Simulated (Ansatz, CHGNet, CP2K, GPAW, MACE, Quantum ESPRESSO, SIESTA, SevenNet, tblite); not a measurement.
# GPAW runs on the unslipped end of a generalised stacking fault on (111) (glide set) of a GaP-AlP solid solution (72 atoms), part 2 of 2

Aim: run the unslipped end of a generalised stacking fault on (111) (glide set) of a GaP-AlP solid solution (72 atoms) in GPAW and see how near its forces come to a plane-wave reference, and at what cost.

Program: GPAW 26.7.0; the method stands at each step. Banners, paths, timers and routine set-up lines are dropped from the logs unmarked, and long logs keep their key lines alone; longer cuts are marked.

So far, spacing of highest filled and lowest empty level: step 2 (PBE, LCAO dzp, h 0.2 Å) 1.20; step 3 (PBE, plane waves 450 eV) 1.17.

**4. PBE, LCAO dzp, h 0.2 Å, other mixer settings**

Method: Kohn-Sham DFT, PBE, PAW, atomic orbitals (dzp).

Contents of run.py:

```python
import numpy as np
from ase.io import read
from gpaw import GPAW, FermiDirac, Mixer

atoms = read("structure.xyz")
atoms.calc = GPAW(
    mode="lcao",
    basis="dzp",
    h=0.2,
    xc="PBE",
    kpts={"size": (1, 1, 1), "gamma": True},
    occupations=FermiDirac(0.05),
    mixer=Mixer(0.03, 7, 100),
    maxiter=200,
    symmetry={"point_group": False},
    txt="gpaw.txt",
)
energy = atoms.get_potential_energy(force_consistent=True)
forces = atoms.get_forces()
print(f"energy {energy:.6f} eV")
print("forces (eV/A)")
for i, (a, f) in enumerate(zip(atoms, forces)):
    print(f"{i:4d} {a.symbol:2s} {f[0]:10.5f} {f[1]:10.5f} {f[2]:10.5f}")
print(f"Fermi level {atoms.calc.get_fermi_level():.4f} eV")
for k in range(len(atoms.calc.get_ibz_k_points())):
    for s in range(atoms.calc.get_number_of_spins()):
        e = atoms.calc.get_eigenvalues(kpt=k, spin=s)
        n = np.searchsorted(e, atoms.calc.get_fermi_level())
        print(f"k {k} spin {s} levels about the Fermi level:", np.round(e[max(n - 6, 0):n], 4).tolist(), "|", np.round(e[n:n + 6], 4).tolist())
```

Contents of structure.xyz:

```xyz
72
Lattice="6.68331 0.00000 0.00000 0.00000 11.57583 0.00000 0.00000 0.00000 19.10326" Properties=species:S:1:pos:R:3 pbc="T T T"
[... 72 atom lines left out: the same atoms as in the first run ...]
```

On the command line:

```
OMP_NUM_THREADS=1 python run.py > output.txt
```

Numbers of over 12 decimals in the logs are rounded to 6 here.

The program printed:

```text
energy -336.009866 eV
forces (eV/A)
   0 Al    0.85619   -0.03528   -1.15991
   1 P    -0.72122   -0.46429   -0.46703
   2 Ga    0.38350    0.08929   -0.47920
   3 P    -0.28793   -0.08547    0.28612
   4 Ga   -0.48139   -0.14579   -0.91121
   5 P     0.68698   -0.11205   -0.14205
   6 Al   -0.30156    0.27931   -0.17280
   7 P     0.35841    0.25179   -0.41670
   8 Ga   -0.23481   -0.10258    0.30536
   9 P     0.32362    1.00719   -0.14813
  10 Al   -0.10094   -0.32049   -1.29870
  11 P     0.21268    0.50659   -0.41278
  12 Ga   -0.13373   -0.24615   -0.17872
  13 P     0.27975    0.40627    0.27576
  14 Al   -0.62322    0.05026   -1.56315
  15 P     0.39980    0.04353    0.14309
  16 Ga   -0.63549   -0.33061    0.16835
  17 P     0.20340   -0.22428   -0.06480
  18 Al   -0.37525    0.07205    0.25134
  19 P    -0.11182    0.20845   -0.03903
  20 Ga    0.38404    0.17245   -0.10162
  21 P    -0.23828    0.97158    0.27596
  22 Ga    0.31708   -0.37422   -0.06203
  23 P     0.37186   -0.00291    0.24869
[...]
64 Ga   -0.47433   -0.11671    0.59620
  65 P     0.33938    0.10057   -0.11247
  66 Ga   -0.63765    0.38308    0.40882
  67 P     0.22089    0.13981    1.23059
  68 Ga   -0.08839    0.19676    0.47881
  69 P     0.30284   -0.02523    0.73438
  70 Al    0.02598   -0.23448    0.35369
  71 P     0.45190    0.30353    0.72311
Fermi level 5.5370 eV
k 0 spin 0 levels about the Fermi level: [4.2089, 4.3193, 4.3804, 4.4458, 4.8561, 4.9326] | [6.1316, 6.5537, 6.5925, 6.6322, 6.682, 6.799]
```

gpaw.txt:

```text
Input parameters:
  mode=LCAO(),
  basis={'default': 'dzp'},
  h=0.2,
  kpts=MonkhorstPack(size=(1, 1, 1), gamma=True),
  maxiter=200,
  mixer=Pulay(name='pulay', nmaxold=7, beta=0.03, weight=100, sigma=0.015, g_ss=None),
  occupations=Occupations(name='fermi-dirac', width=0.05, fixmagmom=False),
  symmetry=Symmetry(point_group=False),
  xc=XC(name='PBE')
Unit cell  # Å
[... lines left out ...]
  Fermi-Dirac:
[... lines left out ...]
convergence criteria:
- Maximum [total energy] change in last 3 cyles: 0.0005 eV / valence electron
[... lines left out ...]
Converged in 16 steps
[... lines left out ...]
  Free energy:    -336.009866
  Extrapolated:   -336.009857
dipole moment: (34.549654, -56.445911, -31.518634)  # |e|*Ang
Fermi level: 5.537
Eigenvalues  # (at kpt = [0.000, 0.000, 0.000])
| band index |      eig [eV] | occ [0-2] |
|------------|---------------|-----------|
|          0 |        -7.554 |     2.000 |
|        ... |               |           |
|        136 |         4.157 |     2.000 |
|        137 |         4.165 |     2.000 |
[...]
|        151 |         6.946 |     0.000 |
|        ... |               |           |
|        176 |         8.571 |     0.000 |
Gap: 1.199 eV
Transition (v -> c):
  (s=0, k=0, n=143, [0.00, 0.00, 0.00]) -> (s=0, k=0, n=144, [0.00, 0.00, 0.00])
No difference between direct/indirect transitions
Force computation time: 37.169  # s
timing:  # [seconds]
  Total:  296.107  # ━━━━━━━━━━━━━━━━━━━━━━━━━━━━━━━━━━━━━━━━━━━━━━━━━━━━━━━━
  Init:     9.942  # ━━
  SCF:    248.964  # ━━━━━━━━━━━━━━━━━━━━━━━━━━━━━━━━━━━━━━━━━━━━━━━
  Forces:  37.169  # ━━━━━━━
```

Run time: 5 min. Hardware: 1 thread of Arm Neoverse V1, shared host; peak memory 1.4 GiB.

Numbers from this run, and their distance from the reference:

| Property | Result |
| --- | --- |
| r.m.s. force component | 0.4863 eV/Å |
| r.m.s. difference of force components | 85.84 meV/Å |
| longest difference of force vectors | 284.5 meV/Å |
| force difference over r.m.s. force | 19.4 % |
| slope of forces against the reference's | 1.085 |
| correlation of force components | 0.9873 |
| gap (highest filled to lowest empty level) | 1.199 eV |
| gap difference | 0.0201 eV |
| energy less the same-level run's | 0 meV/atom |
| r.m.s. force difference from the same-level run | 1.498 meV/Å |

Against the first run (19 %), the force difference from the reference is 19 %, at 1.1 times the CPU time: another solver or mixer reaches the same state.

**5. The ladder**

Differences are against the plane-wave reference, forces as r.m.s. over components; share is that over the reference's r.m.s. force, slope the least-squares factor from reference forces to these. Total energies of different programs have different zeros and aren't compared.

| run | Δ force, r.m.s. (meV/Å) | share (%) | slope | Δ pressure (GPa) | Δ gap (eV) | cores | CPU time | memory (GiB) |
| --- | --- | --- | --- | --- | --- | --- | --- | --- |
| reference | - | - | - | - | - | 4 | 55 min | 5.5 |
| GPAW PBE, LCAO dzp, h 0.2 Å | 86.1 | 19.5 | 1.087 | - | 0.0194 | 1 | 4.5 min | 1.5 |
| GPAW PBE, plane waves 450 eV | 61.9 | 14.0 | 1.046 | 1.07 | -0.0076 | 2 | 5.6 min | 1.3 |
| GPAW PBE, LCAO dzp, h 0.2 Å, other mixer settings | 85.8 | 19.4 | 1.085 | - | 0.0201 | 1 | 5 min | 1.4 |

CPU time is summed over cores on a shared host, where runs went side by side, so it is rough. Symmetry, cutoffs, thresholds, outputs and thread counts weren't matched or tuned between programs; memory under MPI is the largest rank's times the ranks.

Within one program, basis, potentials and functional, energies share a zero. Each run against its twin at the usual cutoff or grid and solver:

| run | twin | Δ energy (meV/atom) | Δ force, r.m.s. (meV/Å) | CPU time over the twin's |
| --- | --- | --- | --- | --- |
| GPAW PBE, LCAO dzp, h 0.2 Å, other mixer settings | LCAO dzp, h 0.2 Å | 0 | 1.50 | 1.1 |

A second geometry, displaced anew (every atom was moved at random, 0.06 Å r.m.s. a Cartesian component), gives an energy difference that all programs can be tested on. The reference puts it at 41.81 meV/atom.

| run | energy less the first geometry's (meV/atom) | error (meV/atom) | force share at the second geometry (%) |
| --- | --- | --- | --- |
| GPAW PBE, LCAO dzp, h 0.2 Å | 46.18 | 4.37 | 15.7 |
| GPAW PBE, plane waves 450 eV | 44.24 | 2.43 | 10.6 |
| GPAW PBE, LCAO dzp, h 0.2 Å, other mixer settings | 46.18 | 4.37 | 15.7 |

**6. Outcome**

| Item | Value |
| --- | --- |
| nearest in forces | GPAW PBE, plane waves 450 eV, 14 % |
| its CPU time | 5.6 min |

PBE on plane waves or a grid with other potentials, cutoffs or grids differs from the reference by 14 % (GPAW PBE, plane waves 450 eV) of the r.m.s. force; potentials, valence shells or grid differ, and the table alone doesn't part them. The PBE runs in local orbitals differ by 19 % in each run; basis, grid and potentials can all enter. Of the electronic-structure runs that take under half the reference's CPU time, GPAW PBE, plane waves 450 eV comes nearest, at 14 % in 5.6 min against 55 min. At the same functional, gaps differ from the reference's 1.18 eV by between -0.01 and +0.02 eV. These are spacings on the run's k-points, which needn't hold the band edges. The energy difference between the two geometries, 41.8 meV/atom in the reference, is met best by GPAW PBE, plane waves 450 eV (+2.43) and worst by GPAW PBE, LCAO dzp, h 0.2 Å (+4.37) and GPAW PBE, LCAO dzp, h 0.2 Å, other mixer settings (+4.37). The potentials hold different valence shells: 468 electrons in the reference, 288 in GPAW; this bears on time and differences. GPAW's setups keep the filled d shell of Ga in the core. The reference's pressure holds the uncorrected Pulay stress of its 60 Ry basis, so small pressure differences, and their order, may be the reference's own error. GPAW's Ga setup keeps the 3d shell in the core. The reference's stress is far from hydrostatic: its diagonal is -3.4, 6.3, 0.7 GPa, compression counted positive. The host structure and its lattice constant were typed by rule, without a check against the phase diagram. The electronic-structure runs sample only Γ, in a cell whose shortest periodic width is 7 Å.

[Also dropped from logs without a mark: logging warnings of Python, and SIESTA's first energy breakdown and zero terms.]

[Logs are printed without paths, hosts, clocks, repeated set-up lines and the standing remarks that a program may print on its own settings, such as how far it seeks lower states.]

[Hosts, paths, dates, database ids (printed as entryN), source tags and the programs' standing remarks are cut or masked in the printed files.]
